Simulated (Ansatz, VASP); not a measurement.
This is a calculation of BAs for Ansatz 0.2.0.

input.yaml

```yaml
crystal:
  lattice:
    - [0.0, 2.419931236, 2.419931236]
    - [2.419931236, 0.0, 2.419931236]
    - [2.419931236, 2.419931236, 0.0]
  atoms:
    - { symbol: As, position: [0.75, 0.75, 0.75] }
    - { symbol: B, position: [0.0, 0.0, 0.0] }
hamiltonian:
  xc: pbesol
  pseudopotentials: { kind: paw }
kpoints:
  mp_grid: { grid: [10, 10, 10] }
scf:
  occupations: { method: fermi_dirac, width: 0.05 }
output:
  forces: true
  stress: true
  eigenvalues: true
```

Potentials or basis: Ansatz PAW.

Launch:

```sh
$ ansatz run input.yaml --threads 1 --pin off --max-ram 3584MiB --backend cpu --events-out ev --progress --plain --runs-dir out
```

Question: Set up the same calculation for VASP 6.6.1. Potentials there: VASP PAW PBE potentials, release 64 (As, B).

Answer: As run (the cutoff follows the program's own potentials):

File INCAR:

```
SYSTEM = BAs
PREC = Accurate
ENCUT = 520
EDIFF = 1E-6
ISMEAR = -1
SIGMA = 0.05
LREAL = .False.
LASPH = .True.
NELM = 100
ALGO = Normal
ISIF = 2
LWAVE = .False.
LCHARG = .True.
GGA = PS
LELF = .True.
LVHAR = .True.
NBANDS = 11
```

File KPOINTS:

```
Automatic mesh
0
Gamma
  10 10 10
  0 0 0
```

The input POSCAR:

```
BAs
1.0
    0.0000000000      2.4199312360      2.4199312360
    2.4199312360      0.0000000000      2.4199312360
    2.4199312360      2.4199312360      0.0000000000
As B
1 1
Direct
    0.7500000000      0.7500000000      0.7500000000
    0.0000000000      0.0000000000      0.0000000000
```

Potentials or basis: VASP PAW PBE potentials, release 64 (As, B).

Launch:

```bash
$ cat potpaw_PBE.64/As/POTCAR potpaw_PBE.64/B/POTCAR > POTCAR
$ mpirun -np 1 vasp_std > vasp.out
```

Both were run:

|  | VASP | Ansatz | Ansatz less VASP |
| --- | --- | --- | --- |
| gap on the k mesh at the Fermi level (eV) | 1.11 | 1.12 | +0.008 |
| least direct gap on the mesh (eV) | 3.19 | 3.20 | +0.004 |
| pressure (GPa) | -5.0 | -5.8 | -0.71 |

With one functional, cell and mesh, what is left measures potentials, basis and numerics. The two sets of potentials don't hold the same shells in valence.

Caveats: the PAW data sets were made with another functional, which shifts forces and pressure a little (VASP); the PAW data sets come from PBE, with cores solved anew for the run's functional, which leaves a small shift of forces and pressure (Ansatz). A k mesh can miss the band edges.
